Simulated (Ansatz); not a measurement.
# Au under strain — field gradients at the nuclei

The cell is a structure deposited in the COD, relaxed with PBE at fixed cell and then changed (z stretched by 1 %, ions relaxed).

```xyz
2
Lattice="2.9000 0.0000 0.0000 -1.4500 2.5115 0.0000 0.0000 0.0000 4.9288" Properties=species:S:1:pos:R:3 pbc="T T T"
Au    0.0000    1.6743    3.6966
Au    1.4500    0.8372    1.2322
```

Atom numbers follow the list; atoms alike are taken as one site, whose name carries the number of the first.

All values are calculated (Ansatz; DFT, PBE, plane waves and PAW, scalar-relativistic, 420 eV cutoff, Γ-centred 18×18×10 k-points, Fermi–Dirac smearing 0.05 eV), not measured.

C_Q = eQV_zz/h, which is 24.18 MHz for Q = 1 b and V_zz = 10²¹ V/m²; η = (V_xx − V_yy)/V_zz. ν_Q = 3|C_Q|/[2I(2I − 1)].

¹⁹⁷Au: I = 3/2, Q = 547.0 mb. Q values from Pyykkö, Mol. Phys. 116, 1328 (2018).

```json
{"site": "Au", "atoms (order as listed)": "1, 2", "first shell": "12 Au at 2.90–2.98 Å", "C_Q (MHz)": "17.7", "η": "0.00", "ν_Q (MHz)": "8.86"}
```

An axis of threefold or higher order runs through Au, so V_zz lies along it and η is zero.

With no gap above 0.1 eV, as in a metal, the gradients converge slowly in k; expect changes of a tenth or more on a denser mesh. Spin–orbit coupling is left out, which shifts gradients on Au by a few per cent in wide-gap crystals, and can shift them far more where the calculated gap is small or absent, as here.

The relaxation (1 step) took 13 s of wall time (13 s of CPU time) and 0.48 GiB at its peak, on 1 thread of Arm Neoverse V1 (aarch64; 8 cores open to the job, memory cap 3.0 GiB, no GPU), a shared host with a load of 0.5 a core.
